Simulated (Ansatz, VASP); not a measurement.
**Os in VASP and in Ansatz**

File INCAR:

```
SYSTEM = Os
  PREC = Accurate
  ENCUT = 520
  EDIFF = 1E-7
  ISMEAR = -1
  SIGMA = 0.1
  LREAL = .False.
  LASPH = .True.
  NELM = 60
  ALGO = Normal
  ISIF = 2
  LWAVE = .False.
  LCHARG = .True.
  GGA = RE
  LELF = .True.
  LVHAR = .True.
  NBANDS = 10
```

The input KPOINTS:

```
regular mesh
0
Gamma
  14 14 14
  0 0 0
```

POSCAR

```
Os
1.0
    2.5989622857      0.0000000000      0.0000000000
    0.0000000000      2.5989622857      0.0000000000
    0.0000000000      0.0000000000      2.5989622857
Os
1
Direct
    0.0000000000      0.0000000000      0.0000000000
```

Input for Ansatz:

```yaml
crystal:
  lattice:
    - [2.5989622857, 0.0, 0.0]
    - [0.0, 2.5989622857, 0.0]
    - [0.0, 0.0, 2.5989622857]
  atoms:
    - { symbol: Os, position: [0.0, 0.0, 0.0] }
hamiltonian:
  xc: revpbe
  pseudopotentials:
    kind: paw
    azcp:
      Os: "pseudopotentials/Os.paw.azcp"
basis:
  ecutwfc: 420
  fft_grid_basis: typed
kpoints:
  mp_grid: { grid: [14, 14, 14], shift: [0, 0, 0] }
magnetization:
  spin_polarized: false
scf:
  occupations: { method: fermi_dirac, width: 0.1 }
  lower_state_search: "off"
output:
  stress: true
  write_density: true
  write_potential: true
  elf: true
  volumetric_format: npy
```

Alike in both runs: task single point; functional revPBE; k mesh 14 × 14 × 14; occupations fermi-dirac, width 0.1 eV; no spin polarisation.

|  | VASP | Ansatz |
| --- | --- | --- |
| version | VASP 6.6.1 | Ansatz 0.2.0 |
| potentials or method | VASP PAW PBE potentials, release 64 (Os) | plane waves (420 eV) with PAW, scalar-relativistic |
| plane-wave cutoff (eV) | 520 | 420 |
| valence electrons in the cell | 8 | 16 |

Ansatz gave:

| Property | Result |
| --- | --- |
| pressure (GPa) | -9.0 |

**Question.** Estimate VASP's values.

**Answer.** Pressure (GPa): -9.5.

The functional is the same, so the differences come from potentials, cutoffs and numerics. The two sets of potentials don't hold the same shells in valence.

Caveats: the PAW data sets were made with another functional, which shifts forces and pressure a little (VASP). Spin-orbit coupling is left out, which matters for the levels of Os.
